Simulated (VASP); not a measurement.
Here is a VASP 6.6.1 calculation.

The input INCAR:

```
SYSTEM = Ca
PREC = Accurate ; ENCUT = 520
EDIFF = 1E-6 ; ISMEAR = 0
SIGMA = 0.15 ; LREAL = .False.
LASPH = .True. ; NELM = 100
ALGO = Fast ; ISIF = 2
LWAVE = .False. ; LCHARG = .False.
GGA = PE ; NBANDS = 17
```

The input KPOINTS:

```
regular mesh
0
Gamma
  15 15 8
  0 0 0
```

POSCAR

```
Ca
1.0
    3.9799995206      0.0000000000      0.0000000000
   -1.9899997603      3.4467806919      0.0000000000
    0.0000000000      0.0000000000      6.5200000000
Ca
2
Direct
    0.3333333333      0.6666666667      0.2500000000
    0.6666666667      0.3333333333      0.7500000000
```

Potentials or basis: VASP PAW PBE potentials, release 64 (Ca_sv).

The run is started by

```console
$ cat potpaw_PBE.64/Ca_sv/POTCAR > POTCAR
$ mpirun -np 1 vasp_std > vasp.out
```

**Question.** Estimate the pressure.

**Answer.** -0.8 GPa.

**Question.** Estimate the band gap on the k mesh.

**Answer.** None (metal or under the smearing width).
